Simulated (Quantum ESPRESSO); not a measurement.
Input of a Quantum ESPRESSO 7.5 run:

Contents of pw.in:

```
&CONTROL
  calculation = 'scf'
  prefix = 'pwscf'
  outdir = './tmp'
  pseudo_dir = './pseudo'
  tprnfor = .true.
  tstress = .true.
  disk_io = 'low'
/
&SYSTEM
  ibrav = 0
  celldm(1) = 8
  nat = 4
  ntyp = 2
  ecutwfc = 45
  ecutrho = 360
  nbnd = 28
  occupations = 'smearing'
  smearing = 'fd'
  degauss = 0.00367493
/
&ELECTRONS
  conv_thr = 8d-10
  electron_maxstep = 120
  mixing_beta = 0.5
/
ATOMIC_SPECIES
Ti    47.8670 ti_pbesol_v1.4.uspp.F.UPF
Al    26.9815 al_pbesol_v1.uspp.F.UPF
CELL_PARAMETERS alat
  0.6915316274449   0.0000000000000   0.0000000000000
 -0.3457658137106   0.5988839568917   0.0000000000000
  0.0000000000000   0.0000000000000   2.1794121633318
ATOMIC_POSITIONS crystal
Ti     0.3333333333    0.6666666667    0.2494060000
Ti     0.3333333333    0.6666666667    0.7505940000
Ti     0.6666666667    0.3333333333    0.0000000000
Al     0.6666666667    0.3333333333    0.5000000000
K_POINTS automatic
10 10 3 0 0 0
```

Contents of pp_density.in:

```
&INPUTPP
  prefix = 'pwscf'
  outdir = './tmp'
  filplot = 'density.dat'
  plot_num = 0
/
&PLOT
  nfile = 1
  filepp(1) = 'density.dat'
  iflag = 3
  output_format = 6
  fileout = 'density.cube'
/
```

pp_potential.in

```
&INPUTPP
  prefix = 'pwscf'
  outdir = './tmp'
  filplot = 'potential.dat'
  plot_num = 11
/
&PLOT
  nfile = 1
  filepp(1) = 'potential.dat'
  iflag = 3
  output_format = 6
  fileout = 'potential.cube'
/
```

Potentials or basis: GBRV 1.5 PBEsol.

Command:

```sh
$ OMP_NUM_THREADS=1 mpirun -n 2 pw.x -nk 2 -in pw.in > pw.out
$ OMP_NUM_THREADS=1 mpirun -n 1 pp.x -in pp_density.in > pp_density.out
$ OMP_NUM_THREADS=1 mpirun -n 1 pp.x -in pp_potential.in > pp_potential.out
```

**Question.** What does it give for the largest force?

**Answer.** 0.079 eV/Å.

**Question.** What does it give for the pressure?

**Answer.** -3.5 GPa.

**Question.** Predict the band gap on the k mesh.

**Answer.** None (metal or under the smearing width).

Stress tensor (GPa, compression positive):
```
-3.52  0.00  0.00
 0.00 -3.52  0.00
 0.00  0.00 -3.38
```
